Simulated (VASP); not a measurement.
# PbS in VASP: one cell, several levels of theory

What does VASP give for PbS (database structure), the cell held fixed? Runs: PBE, r2SCAN.

Code: VASP 6.6.1. PAW datasets, plane waves. The values are computed, spin-unpolarised, and not measurements.

**1. The structure to begin with**

The cell comes from an earlier relaxation with r2SCAN+rVV10 in another program, then strained, with the atoms relaxed again.

The symmetry is R3m (No. 160, trigonal); a = 4.201 Å, c = 10.291 Å in the conventional setting, 26.21 Å³ an atom. Around Pb lie 6 S at 2.97 Å; around S lie 6 Pb at 2.97 Å.

As a file:

```xyz
2
Lattice="2.1005 1.2127 3.4302 -2.1005 1.2127 3.4302 0.0000 -2.4255 3.4302" Properties=species:S:1:pos:R:3 pbc="T T T"
Pb    0.0000    0.0000   10.0657
S     0.0000    0.0000    4.9133
```

**2. PBE**

INCAR reads:

```
ENCUT = 520.000000
SIGMA = 0.020000
EDIFF = 1.00e-07
GGA = PE
PREC = Accurate
IBRION = -1
ISIF = 2
ISMEAR = -1
NBANDS = 17
NELM = 120
NSW = 0
LASPH = .TRUE.
LCHARG = .TRUE.
LELF = .TRUE.
LWAVE = .FALSE.
LREAL = .FALSE.
```

KPOINTS reads:

```
KPOINTS created by Atomic Simulation Environment
0
Gamma
8 8 8
0 0 0
```

KPOINTS_OPT reads:

```
special points
8
Reciprocal
0.0000000000 0.0000000000 0.0000000000 1
-0.5000000000 -0.5000000000 -0.5000000000 1
-0.5000000000 -0.2499966092 -0.7500033908 1
-0.2499966092 0.2499966092 -0.5000000000 1
0.0000000000 0.0000000000 -0.5000000000 1
0.0000000000 0.3749983046 -0.3749983046 1
-0.3749983046 0.0000000000 -0.6250016954 1
-0.5000000000 0.0000000000 -0.5000000000 1
```

POSCAR reads:

```
Pb S
 1.0000000000000000
     2.1005109572676153    1.2127305665503221    3.4301898176962839
    -2.1005109572676153    1.2127305665503221    3.4301898176962839
     0.0000000000000000   -2.4254611332923268    3.4301898176285164
 Pb  S
   1   1
Cartesian
  0.0000000000000000 -0.0000000001874929 10.0656554322252081
 -0.0000000000000000 -0.0000000000915203  4.9133111500496573
```

Potentials: the recommended PBE PAW datasets, 20 valence electrons in the neutral cell.

Command:

```console
> mpirun -np 1 vasp_std
```

**3. r2SCAN**

INCAR reads:

```
ENCUT = 520.000000
SIGMA = 0.010000
EDIFF = 1.00e-07
ALGO = Normal
METAGGA = R2SCAN
PREC = Accurate
IBRION = -1
ISIF = 2
ISMEAR = 0
NBANDS = 17
NELM = 120
NSW = 0
LASPH = .TRUE.
LCHARG = .FALSE.
LWAVE = .FALSE.
LREAL = .FALSE.
```

KPOINTS is that of step 2.

KPOINTS_OPT is that of step 2.

POSCAR is that of step 2.

Before running it: what results should come out? Wanted: for each run, gap; pressure.

**Answer**, as computed:

```
 level  gap (eV)  pressure (GPa)
   PBE      0.38            1.86
r2SCAN      0.64            0.99
```

**Reading.** The gap runs from 0.38 eV (PBE) to 0.64 eV (r2SCAN). Spin-orbit coupling is left out, though the cell holds Pb (Z = 82); in an element this heavy it can shift bands and gaps by tenths of an eV. At this one volume the pressure spans 1.0 GPa (r2SCAN) to 1.9 GPa (PBE): PBE wants the largest cell and r2SCAN the smallest.
